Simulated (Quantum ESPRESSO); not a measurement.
A calculation with Quantum ESPRESSO 7.5 of Al (native input, structure typed inline):

The input pw.in:

```
&CONTROL
  calculation = 'scf'
  prefix = 'pwscf'
  outdir = './tmp'
  pseudo_dir = './pseudo'
  tprnfor = .true.
  tstress = .true.
  disk_io = 'nowf'
/
&SYSTEM
  ibrav = 0
  nat = 1
  ntyp = 1
  ecutwfc = 55
  ecutrho = 440
  nbnd = 6
  occupations = 'smearing'
  smearing = 'fd'
  degauss = 0.00367493
/
&ELECTRONS
  conv_thr = 2d-10
  electron_maxstep = 120
  mixing_beta = 0.5
/
ATOMIC_SPECIES
Al    26.9815 Al.pbe-n-kjpaw_psl.1.0.0.UPF
CELL_PARAMETERS angstrom
  -1.5912186900    1.5912186900    1.5912186900
   1.5912186900   -1.5912186900    1.5912186900
   1.5912186900    1.5912186900   -1.5912186900
ATOMIC_POSITIONS crystal
Al     0.0000000000    0.0000000000    0.0000000000
K_POINTS automatic
12 12 12 0 0 0
```

Potentials or basis: SSSP 1.3 efficiency PBE.

Command:

```bash
$ OMP_NUM_THREADS=1 pw.x -in pw.in > pw.out
```

This isn't the form of Al at room conditions, which is fcc.

Question: Write the same calculation in another form: ASE script, structure from a CIF.

Answer: As run:

File run.py:

```python
import numpy as np
from ase.calculators.espresso import Espresso, EspressoProfile
import spglib
from ase import Atoms
from ase.io import read

atoms = read('Al.cif')
cell, pos, num = spglib.standardize_cell((atoms.cell[:], atoms.get_scaled_positions(), atoms.numbers), to_primitive=True, symprec=1e-4)
atoms = Atoms(numbers=num, cell=cell, scaled_positions=pos, pbc=True)

input_data = {
    'control': {'calculation': 'scf', 'prefix': 'pwscf', 'outdir': './tmp', 'tprnfor': True, 'tstress': True, 'disk_io': 'nowf'},
    'system': {'ecutwfc': 55.0, 'ecutrho': 440.0, 'nbnd': 6, 'occupations': 'smearing', 'smearing': 'fd', 'degauss': 0.00367493},
    'electrons': {'conv_thr': 2e-10, 'electron_maxstep': 120, 'mixing_beta': 0.5},
}
pseudopotentials = {'Al': 'Al.pbe-n-kjpaw_psl.1.0.0.UPF'}
profile = EspressoProfile(command='pw.x', pseudo_dir='pseudo')
atoms.calc = Espresso(profile=profile, input_data=input_data, pseudopotentials=pseudopotentials, kpts=(12, 12, 12), koffset=(0, 0, 0))

print(f'energy {atoms.get_potential_energy():.8f} eV')
print('forces (eV/A)')
print(np.round(atoms.get_forces(), 6))
print('stress (eV/A^3, Voigt)')
print(np.round(atoms.get_stress(), 8))
print(f'Fermi level {atoms.calc.get_fermi_level():.4f} eV')
```

Al.cif

```cif
data_Al
_cell_length_a 3.18243738
_cell_length_b 3.18243738
_cell_length_c 3.18243738
_cell_angle_alpha 90.00000000
_cell_angle_beta 90.00000000
_cell_angle_gamma 90.00000000
_space_group_name_H-M_alt 'Im-3m'
_space_group_name_Hall '-I 4 2 3'
_space_group_IT_number 229
loop_
_space_group_symop_operation_xyz
'x,y,z'
'-x,-y,-z'
'-y,x,z'
'y,-x,-z'
'-x,-y,z'
'x,y,-z'
'y,-x,z'
'-y,x,-z'
'x,-y,-z'
'-x,y,z'
'-y,-x,-z'
'y,x,z'
'-x,y,-z'
'x,-y,z'
'y,x,-z'
'-y,-x,z'
'z,x,y'
'-z,-x,-y'
'z,-y,x'
'-z,y,-x'
'z,-x,-y'
'-z,x,y'
'z,y,-x'
'-z,-y,x'
'-z,x,-y'
'z,-x,y'
'-z,-y,-x'
'z,y,x'
'-z,-x,y'
'z,x,-y'
'-z,y,x'
'z,-y,-x'
'y,z,x'
'-y,-z,-x'
'x,z,-y'
'-x,-z,y'
'-y,z,-x'
'y,-z,x'
'-x,z,y'
'x,-z,-y'
'-y,-z,x'
'y,z,-x'
'-x,-z,-y'
'x,z,y'
'y,-z,-x'
'-y,z,x'
'x,-z,y'
'-x,z,-y'
'x+1/2,y+1/2,z+1/2'
'-x+1/2,-y+1/2,-z+1/2'
'-y+1/2,x+1/2,z+1/2'
'y+1/2,-x+1/2,-z+1/2'
'-x+1/2,-y+1/2,z+1/2'
'x+1/2,y+1/2,-z+1/2'
'y+1/2,-x+1/2,z+1/2'
'-y+1/2,x+1/2,-z+1/2'
'x+1/2,-y+1/2,-z+1/2'
'-x+1/2,y+1/2,z+1/2'
'-y+1/2,-x+1/2,-z+1/2'
'y+1/2,x+1/2,z+1/2'
'-x+1/2,y+1/2,-z+1/2'
'x+1/2,-y+1/2,z+1/2'
'y+1/2,x+1/2,-z+1/2'
'-y+1/2,-x+1/2,z+1/2'
'z+1/2,x+1/2,y+1/2'
'-z+1/2,-x+1/2,-y+1/2'
'z+1/2,-y+1/2,x+1/2'
'-z+1/2,y+1/2,-x+1/2'
'z+1/2,-x+1/2,-y+1/2'
'-z+1/2,x+1/2,y+1/2'
'z+1/2,y+1/2,-x+1/2'
'-z+1/2,-y+1/2,x+1/2'
'-z+1/2,x+1/2,-y+1/2'
'z+1/2,-x+1/2,y+1/2'
'-z+1/2,-y+1/2,-x+1/2'
'z+1/2,y+1/2,x+1/2'
'-z+1/2,-x+1/2,y+1/2'
'z+1/2,x+1/2,-y+1/2'
'-z+1/2,y+1/2,x+1/2'
'z+1/2,-y+1/2,-x+1/2'
'y+1/2,z+1/2,x+1/2'
'-y+1/2,-z+1/2,-x+1/2'
'x+1/2,z+1/2,-y+1/2'
'-x+1/2,-z+1/2,y+1/2'
'-y+1/2,z+1/2,-x+1/2'
'y+1/2,-z+1/2,x+1/2'
'-x+1/2,z+1/2,y+1/2'
'x+1/2,-z+1/2,-y+1/2'
'-y+1/2,-z+1/2,x+1/2'
'y+1/2,z+1/2,-x+1/2'
'-x+1/2,-z+1/2,-y+1/2'
'x+1/2,z+1/2,y+1/2'
'y+1/2,-z+1/2,-x+1/2'
'-y+1/2,z+1/2,x+1/2'
'x+1/2,-z+1/2,y+1/2'
'-x+1/2,z+1/2,-y+1/2'
loop_
_atom_site_label
_atom_site_type_symbol
_atom_site_symmetry_multiplicity
_atom_site_Wyckoff_symbol
_atom_site_fract_x
_atom_site_fract_y
_atom_site_fract_z
_atom_site_occupancy
Al1 Al 2 a 0.0000000000 0.0000000000 0.0000000000 1
```

Potentials or basis: SSSP 1.3 efficiency PBE.

The run is started by

```sh
$ OMP_NUM_THREADS=1 python run.py
```

Both were run:

|  | native input, structure typed inline | ASE script, structure from a CIF |
| --- | --- | --- |
| Pressure | 3.8 GPa | 3.8 GPa |
| Band gap on the k mesh | none (metal or under the smearing width) | none (metal or under the smearing width) |

Keys that steer only the numerical path or the files written may differ.
